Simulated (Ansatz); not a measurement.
A (111) slab of SnSe (Fm-3m (No. 225)), 7 planes, outer planes Sn (top) and Sn (bottom), with 7 atoms (Sn4Se3) in a surface cell of A = 15.910 Å², as cut from the bulk:

```yaml
crystal:
  lattice:
    - [4.28621, 0.00000, 0.00000]
    - [-2.14311, 3.71197, 0.00000]
    - [0.00000, 0.00000, 25.49904]
  atoms:
    - { symbol: Sn, position: [0.66667, 0.33333, 0.29413] }
    - { symbol: Se, position: [0.00000, 0.00000, 0.36275] }
    - { symbol: Sn, position: [0.33333, 0.66667, 0.43138] }
    - { symbol: Se, position: [0.66667, 0.33333, 0.50000] }
    - { symbol: Sn, position: [0.00000, 0.00000, 0.56862] }
    - { symbol: Se, position: [0.33333, 0.66667, 0.63725] }
    - { symbol: Sn, position: [0.66667, 0.33333, 0.70587] }
```

All numbers below come from Ansatz, DFT PBE, scalar-relativistic, plane waves, PAW. Cutoff 420 eV; k points 9×9×1 on the computed 7-atom cell (Γ-centred); Gaussian smearing, width 0.05 eV; no spin polarisation.

The relaxed slab holds 3 formula units of SnSe and 1 further Sn. Against those formula units in the bulk and the further Sn in its standard state it lies 1.720 eV higher. The formation energy of SnSe from the standard states is -0.867 eV a formula unit (uncorrected, no zero-point or thermal terms).

(1) Over what range can the chemical potential of Sn vary, and what is the surface energy at both ends?

(2) How does its energy depend on growth conditions?

The smearing is narrow for a metal on this mesh.

Results:

(1) In contact with the bulk, μ(Sn) + μ(Se) is fixed. With Δμ counted from the standard states, Δμ(Sn) ≤ 0 keeps elemental Sn from forming, and Δμ(Se) ≤ 0 requires Δμ(Sn) ≥ ΔH = -0.867 eV. Other compounds of Sn and Se can narrow this range. Then γ, the mean of both faces, = [1.720 eV − 1.00·Δμ(Sn)]/(2A). At the Sn-rich end (Δμ = 0): 1.720/(2 × 15.910) × 16.02 = 0.87 J/m². At the Sn-poor end: (1.720 + 0.867)/(2 × 15.910) × 16.02 = 1.30 J/m².

(2) It carries an excess of Sn, so its energy falls by 0.50 J/m² for each eV that μ(Sn) rises: Sn-rich conditions lower it; whether it appears depends on the other terminations.

The reference crystal is the rock-salt form of SnSe, which isn't its usual structure. Closed-shell ions balance this formula, and semilocal functionals make gaps too small, so «metal» can mean here that the functional has closed a real gap.